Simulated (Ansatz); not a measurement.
# 3-layer Ga2SSe (AB) in a perpendicular field, part 4 of 4

What dipole does a perpendicular field induce in the 3-layer Ga2SSe (AB), and does the gap follow? A positive field points along +c.

Ansatz 0.2.0; plane-wave DFT, PBE-D3(BJ), Ansatz PAW.

So far. Step 11 (Field on, atoms free, field -0.1 V/Å): The dipole is -0.177 e·Å, -0.130 e·Å from its value without field, and the gap on the mesh 1.495 eV. Step 12 (Response, atoms relaxed): The induced dipole is that of a conductor 20.00 Å thick.

### 13. A changed input

This step: plane-wave DFT, PBE-D3(BJ), Ansatz PAW (Ansatz 0.2.0).

An input spoilt on purpose, to show how the run answers: it repeats the earlier run at 0.03 V/Å with efield.axis from 3 to 2, and scf.max_iter set to 100.

Contents of input.yaml:

```yaml
crystal:
  lattice:
    - [3.6824247705, 0.0, 0.0]
    - [-1.8412123852, 3.1890733987, 0.0]
    - [0.0, 0.0, 38.3569694374]
  atoms:
    - { symbol: Se, position: [0.3333333333, 0.6666666667, 0.2346379323] }
    - { symbol: Ga, position: [0.0, 0.0, 0.2664680197] }
    - { symbol: Ga, position: [0.0, 0.0, 0.330257596] }
    - { symbol: S, position: [0.3333333333, 0.6666666667, 0.3575068678] }
    - { symbol: Se, position: [0.6666666667, 0.3333333333, 0.4383055697] }
    - { symbol: Ga, position: [0.3333333333, 0.6666666667, 0.4700429565] }
    - { symbol: Ga, position: [0.3333333333, 0.6666666667, 0.5338054985] }
    - { symbol: S, position: [0.6666666667, 0.3333333333, 0.5610350552] }
    - { symbol: Se, position: [0.3333333333, 0.6666666667, 0.6425052181] }
    - { symbol: Ga, position: [0.0, 0.0, 0.6742208958] }
    - { symbol: Ga, position: [0.0, 0.0, 0.7380165077] }
    - { symbol: S, position: [0.3333333333, 0.6666666667, 0.7653620677] }
kpoints:
  mp_grid: { grid: [18, 18, 1] }
  band_path:
    path: [[0, 0, 0], [0.5, 0, 0], [0.33333333, 0.33333333, 0], [0, 0, 0]]
    npoints: 16
hamiltonian:
  xc: pbe
  dispersion: d3bj
scf:
  occupations: { method: fermi_dirac, width: 0.02585 }
  convergence: { dr2_threshold: 1.0e-10 }
  max_iter: 100
efield:
  axis: 2
  dipole_correction: true
  ramp_position: 0.97
  ramp_width: 0.06
  amplitude: 0.03
output:
  write_potential: true
  write_density: true
  volumetric_format: npy
```

Run with:

```sh
ansatz run input.yaml --threads 4 --pin off --max-ram 12288MiB --backend cpu --events-out ev --progress --plain --runs-dir out
```

Numbers of over 12 decimals in the logs are rounded to 6 here.

Log:

```text
Engine: ansatz 0.2.0, x86_64-unknown-linux-gnu
Pseudopotentials: kind: paw
Pseudopotential: Se, paw, valence charge 16, recommended cutoff 420 eV (normal), Se.paw.azcp
Pseudopotential: Ga, paw, valence charge 13, recommended cutoff 420 eV (normal), Ga.paw.azcp
Pseudopotential: S, paw, valence charge 6, recommended cutoff 420 eV (normal), S.paw.azcp
Functional definition: PBE
  parameter kappa = 0.804
  parameter beta = 0.066725
  exchange = pbe_x(kappa = kappa, mu = beta*pi^2/3)
  correlation = pbe_c(beta = beta)
Crystal: 12 atoms, lattice volume = 450.446 Å³
Basis set: ecut = 420 eV, 8793 PW (Γ)
Bands: 87, of which v1, the nominal top of the filled ones, is band 72 counted from 1 (71 counted from 0)
Symmetry: 2 space group operations
k-points: 91 of 324 (time reversal used)
Non-local potential: Se, projectors of the file, l = 0: 2, l = 1: 2, l = 2: 3, l = 3: 1
Non-local potential: Ga, projectors of the file, l = 0: 2, l = 1: 2, l = 2: 3, l = 3: 1
Non-local potential: S, projectors of the file, l = 0: 2, l = 1: 2, l = 2: 2
PAW form: soft (Blöchl's): semilocal exchange-correlation on the pseudo side does not see the compensation charge
PAW one-centre angular grid: Se, 590 points (default); XC on 64 Gauss nodes
PAW one-centre angular grid: Ga, 590 points (default); XC on 64 Gauss nodes
PAW one-centre angular grid: S, 110 points (default); XC on 64 Gauss nodes
Initial density: superposition of atomic densities (neutral atoms: chi_scale 0, normalization atom, screened)
Initial wavefunctions: pseudopotential atomic-orbital guess
Functional: x = pbe(κ = 0.804, μ = 0.219515), c = pbe(β = 0.066725)
Error: efield: ion 1 (Ga) at fractional coordinate 0.0000 along the field axis lies inside the sawtooth ramp with 2 of the planes that the density is read on at each end, [0.8900, 0.1100] — the ramp must sit in vacuum (an ion there feels the fictitious reversed slope); set or move the ramp (efield.ramp_position / ramp_width) or move the geometry
```

Run time: 1.1 s. Hardware: 4 threads of Intel Xeon Platinum 8488C (Sapphire Rapids), shared host; peak memory 1.5 GiB.

The input was rejected at the start.

The program's message: “Error: efield: ion 1 (Ga) at fractional coordinate 0.0000 along the field axis lies inside the sawtooth ramp with 2 of the planes that the density is read on at each end, [0.8900, 0.1100] — the ramp m …”

The fault put into the input: the field along an axis without vacuum.

### 14. A changed input

Another changed input: it repeats the earlier run at 0.03 V/Å with scf.eigensolver.kind to davidson and basis.precision to f64.

Changes to input.yaml since step 13:

```diff
@@ -29,5 +29,5 @@
   convergence: { dr2_threshold: 1.0e-10 }
-  max_iter: 100
+  eigensolver: { kind: davidson }
 efield:
-  axis: 2
+  axis: 3
   dipole_correction: true
@@ -40 +40,3 @@
   volumetric_format: npy
+basis:
+  precision: f64
```

Log:

```text
[...]
Crystal: 12 atoms, lattice volume = 450.446 Å³
Basis set: ecut = 420 eV, 8793 PW (Γ)
Bands: 87, of which v1, the nominal top of the filled ones, is band 72 counted from 1 (71 counted from 0)
Symmetry: 6 space group operations
[...]
k-points: 37 of 324 (time reversal used)
[...]
SCF iter  17: F=-41821.905508 eV  HF=-41821.905508 eV  |F-HF|=1.24e-10  |Δ(HF+E_count)|=  8.73e-11  Δρ=7.84e-8  dr2=5.16e-11  ethr=1.80e-12 (applied; sched 1.00e-12)  p=-0.009 e·Å  D=-3.59e-3 V/Å  ΔV_dip=0.14 eV  dr2_dipole=4.68e-15  V_vac-E_F(+/−)=5.36/4.16 eV  ⟨swp⟩=2.5  Hψ=5902  notcnv=1
SCF 1 converged in 17 iterations: F = -41821.905508 eV  dr2 = 5.16e-11
[...]
SCF converged after 17 iterations
Free energy (F): -41821.905508 eV
[...]
Internal energy: -41821.905508 eV  (E = F + TS)
E sigma→0 (E₀):  -41821.905508 eV
Fermi energy:    2.691954 eV
Dipole field:    D = -0.003593 V/Å  (p = -0.008943 e·Å, saw-weighted, corrected)
Work function:   not extracted (applied field tilts the vacuum); planar V_es + V_field profile in the machine report
[...]
--- Band table (eV; the first three rows and the last of 37) ---
  k-point 0: bands = [... 68 lower, 1.3514, 1.5373, 1.5373, 1.9682, 3.3320, 3.7777, 4.1702, 4.5349, ... 11 higher]
  k-point 1: bands = [... 68 lower, 1.2445, 1.4756, 1.4821, 1.9855, 3.5554, 3.9616, 4.3383, 4.7585, ... 11 higher]
  k-point 2: bands = [... 68 lower, 1.0592, 1.3310, 1.5090, 1.9737, 3.9974, 4.3410, 4.6914, 5.1011, ... 11 higher]
  k-point 36: bands = [... 68 lower, -0.0986, -0.0506, 0.2361, 0.3241, 3.8190, 3.9706, 4.3714, 4.7578, ... 11 higher]
```

Elapsed: 1.8 min, on 4 threads; peak memory 1.9 GiB; 7.2 min of CPU time.

Numbers from this step:

* gap on the k-mesh: 1.346 eV
* dipole along the normal: -0.008943 e·Å
* gap along the path: 1.344 eV
* smallest direct gap along the path: 1.364 eV
* gap, the smaller of path and mesh: 1.344 eV

The electronic bands at the labelled points (eV, zero at the Fermi level of the run, which the smearing sets inside the gap):

| point | band 69 | band 70 | band 71 | band 72 | band 73 | band 74 | band 75 | band 76 |
| --- | --- | --- | --- | --- | --- | --- | --- | --- |
| Γ | -1.34 | -1.15 | -1.15 | -0.72 | 0.64 | 1.09 | 1.48 | 1.84 |
| halfway | -1.92 | -1.71 | -1.38 | -1.06 | 1.41 | 1.67 | 1.80 | 2.00 |
| M | -2.74 | -2.50 | -2.50 | -2.20 | 0.71 | 0.97 | 1.07 | 1.30 |
| halfway | -2.69 | -2.65 | -2.44 | -2.21 | 1.31 | 1.55 | 1.68 | 1.84 |
| K | -2.79 | -2.74 | -2.46 | -2.37 | 1.13 | 1.28 | 1.68 | 2.07 |
| halfway | -2.64 | -1.74 | -1.46 | -1.15 | 2.02 | 2.17 | 2.28 | 2.49 |
| Γ | -1.34 | -1.15 | -1.15 | -0.72 | 0.64 | 1.09 | 1.48 | 1.84 |

| quantity | this run | earlier run | difference |
| --- | --- | --- | --- |
| dipole along the normal (e·Å) | -0.008943 | -0.008939 | -4.3e-6 |
| gap along the path (eV) | 1.344 | 1.344 | 2.0e-6 |
| smallest direct gap along the path (eV) | 1.364 | 1.364 | 2.0e-6 |
| gap on the k-mesh (eV) | 1.346 | 1.346 | 1.1e-6 |

Nothing in the table moves by 0.01 in its unit (for the dipole 0.5 % and 5e-5 e·Å). The run took 17 SCF cycles against 15.

On this path the gap is indirect, 1.34 eV, with the valence top between K and Γ and the conduction bottom at Γ. The least direct gap is 1.36 eV.

### 15. What came out

* gap without field: 1.39 eV
* ionisation energy, upper face: 5.85 eV
* electron affinity, upper face: 4.47 eV
* step between the vacuum levels: 0.729 eV
* equivalent conductor thickness, atoms held: 19.7 Å
* equivalent conductor thickness, atoms relaxed: 20.0 Å

The induced dipole equals that of a perfect conductor 19.70 Å thick, while the outer atoms lie 20.36 Å apart; an out-of-plane ε follows only once a thickness t is chosen, by 1 − 1/ε = 19.70 Å / t. The two faces differ: the vacuum level above lies 0.73 eV higher than the one below. The gap goes from 1.39 eV to 1.52 eV at -0.25 V/Å. Letting the atoms follow the field adds 0.30 Å to the equivalent conductor thickness: the ionic part of the response. With the field reversed the gap is 0.96 eV at 0.25 V/Å. Semilocal functionals give gaps that are too small, and excitons are not included. Spin-orbit coupling is left out.

[Logs are printed without paths, hosts, clocks, repeated set-up lines and the standing remarks that a program may print on its own settings, such as how far it seeks lower states.]

[Hosts, paths, dates, database ids (printed as entryN), source tags and the programs' standing remarks are cut or masked in the printed files.]

[Maps of the electrostatic potential energy from Ansatz leave out the sawtooth potential of an applied field or a dipole correction, so their vacuum need not be flat; planar profiles and work functions include it.]
